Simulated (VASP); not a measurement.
Wanted: the native input for a VASP 6.6.1 run.

| Item | Value |
| --- | --- |
| Task | relaxation of cell and atoms |
| Functional | RPBE |
| Potentials or basis | VASP PAW PBE potentials, release 64 (Ru_pv) |
| Cutoff | 600 eV |
| k mesh | 20 × 20 × 20 |
| Occupations | gaussian, width 0.1 eV |
| Spin | no spin polarisation |
| Further INCAR settings | ALGO = Normal; EDIFF = 1e-07; IBRION = 2; EDIFFG = -0.005; NSW = 90; ISIF = 3 |

The structure of Ru lies in POSCAR:

```
Ru
1.0
   -1.5036946000      1.5036946000      1.5036946000
    1.5036946000     -1.5036946000      1.5036946000
    1.5036946000      1.5036946000     -1.5036946000
Ru
1
Direct
    0.0000000000      0.0000000000      0.0000000000
```

This isn't the form of Ru at room conditions, which is hcp.

The input as run:

INCAR

```
SYSTEM = Ru
  PREC = Accurate
  ENCUT = 600
  EDIFF = 1E-7
  ISMEAR = 0
  SIGMA = 0.1
  LREAL = .FALSE.
  LASPH = .TRUE.
  NELM = 80
  ALGO = Normal
  ISIF = 3
  LWAVE = .FALSE.
  LCHARG = .FALSE.
  GGA = RP
  IBRION = 2
  NSW = 90
  EDIFFG = -0.005
```

KPOINTS

```
Automatic mesh
0
G
  20 20 20
  0 0 0
```

Potentials or basis: VASP PAW PBE potentials, release 64 (Ru_pv).

Run with:

```console
$ cat potpaw_PBE.64/Ru_pv/POTCAR > POTCAR
$ mpirun -np 1 vasp_std > vasp.out
```

Results of the run:

```
Relaxed volume                         : 14.45 Å³/atom
Relaxed cell                           : a = 2.657 Å, b = 2.657 Å, c = 2.657 Å, α = 109.47°, β = 109.47°, γ = 109.47°
Space group after relaxing (to 0.05 Å) : Im-3m (No. 229)
Energy gained by relaxing              : 46.2 meV/atom
Ionic steps                            : 16
Pressure after relaxing                : 0.0 GPa
Band gap on the k mesh                 : none (metal or under the smearing width)
```

Caveat: the PAW data sets were made with another functional, which shifts forces and pressure a little.

Run time: 120 s on 1 thread of Intel(R) Xeon(R) Platinum 8488C (Sapphire Rapids) (shared host), peak memory 0.19 GiB.
